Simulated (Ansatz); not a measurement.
**SrO: deformation potentials from a series**

```
CELL_PARAMETERS angstrom
0.00000 2.56980 2.56980
2.56980 0.00000 2.56980
2.56980 2.56980 0.00000
ATOMIC_POSITIONS crystal
Sr 0.00000 0.00000 0.00000
O 0.50000 0.50000 0.50000
```

Atom numbers follow the list: Sr1, O2.

The geometry is COD entry 1100027, unchecked; take it as a test cell. It is an old determination, and later ones may differ.

Theory: DFT, LDA, all-electron LAPW, scalar-relativistic in Ansatz 0.2.0.

Numerical set-up: a Γ-centred 8×8×8 k mesh, Fermi–Dirac smearing of 0.02 eV, basis error target 0.25 meV/atom, no spin polarisation.

The strain is applied along the Cartesian axes of the cell as listed (the other components stay zero). Fractional coordinates are held (clamped ions).

Only quantities that a quadratic follows smoothly over the whole series are listed; rougher ones are left out.

| εxx = εyy | direct gap at Γ, from the mean of the top three filled levels (eV) | singlet less doublet of the top filled triplet at Γ (eV) |
| --- | --- | --- |
| -0.0300 | 4.240 | -0.129 |
| -0.0100 | 3.963 | -0.039 |
| 0.0000 | 3.821 | 0.000 |
| 0.0100 | 3.679 | 0.035 |
| 0.0200 | 3.538 | 0.065 |
| 0.0300 | 3.399 | 0.093 |

**Question.** Fit the series and give the slopes at zero strain.

**Answer.** Least-squares fits y = p0 + p1 x + p2 x² to the rows give direct gap at Γ, from the mean of the top three filled levels (eV): p1 = -14, p2 = -1.8; singlet less doublet of the top filled triplet at Γ (eV): p1 = 3.69, p2 = -20. Without spin–orbit coupling the singlet lies 3b(εzz − εxx) above the doublet in the usual convention, so the shear deformation potential is b = -1.23 eV.

**Question.** One run, at εxx = εyy = -0.0200, is withheld. Predict its row.

**Answer.** The fits give 4.101, -0.082; the run gave 4.104, -0.082.
